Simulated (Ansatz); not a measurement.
System: NiO, 4 atoms in the cell.

```yaml
crystal:
  lattice:
    - [-3.97891, -0.10276, 3.76106]
    - [0.08600, 1.97120, 1.91515]
    - [-2.10143, 2.04855, -0.16335]
  atoms:
    - { symbol: Ni, position: [0.71399, 0.10057, 0.73706] }
    - { symbol: O, position: [0.99536, 0.63630, 0.18015] }
    - { symbol: Ni, position: [0.23365, 0.08628, 0.75518] }
    - { symbol: O, position: [0.49167, 0.57239, 0.24850] }
```
Lattice in Å, positions in fractions of it.

These are results of Ansatz 0.2.0 development build, PBE+U, plane waves, PAW datasets (generated soft set 1), not measurements.

Cutoff 420 eV; k-mesh 3×3×3 Γ-centred; Fermi–Dirac smearing of 0.15 eV; starting moments Ni1 1.6, Ni3 -1.6 μB; U(eff) = 6 eV on Ni d (Dudarev, default projectors).

As given, the pressure is 38.26 GPa.

| atom | Fx (eV/Å) | Fy (eV/Å) | Fz (eV/Å) | moment (μB) |
| --- | --- | --- | --- | --- |
| Ni1 | -1.280 | -0.758 | 1.614 | 1.59 |
| O2 | -0.146 | 0.636 | -2.670 | -0.02 |
| Ni3 | 0.748 | -0.127 | 1.423 | -1.55 |
| O4 | 0.677 | 0.249 | -0.368 | 0.02 |
Site moments are counted near each atom and needn't add up to the net moment.

Question: The cell is scaled to 98 % of its volume at fixed fractional coordinates. What happens?

Answer: The pressure increases by 6.88 GPa to 45.14 GPa, a clamped-ion bulk modulus of about 340 GPa at this volume, and the free energy changes by +43.6 meV/atom.

```tsv
atom	Fx (eV/Å)	Fy (eV/Å)	Fz (eV/Å)	moment (μB)
Ni1	-1.339	-0.801	1.713	1.58
O2	-0.173	0.688	-2.860	-0.02
Ni3	0.781	-0.161	1.539	-1.54
O4	0.732	0.274	-0.391	0.02
```
Site moments are counted near each atom and needn't add up to the net moment.

The stress includes the program's correction for the finite plane-wave basis.

The k-mesh is coarse, so these values belong to this mesh and can lie far from the converged ones. The cell is a model and need not be the structure known for this compound. With open shells the self-consistent state may not be the lowest one.
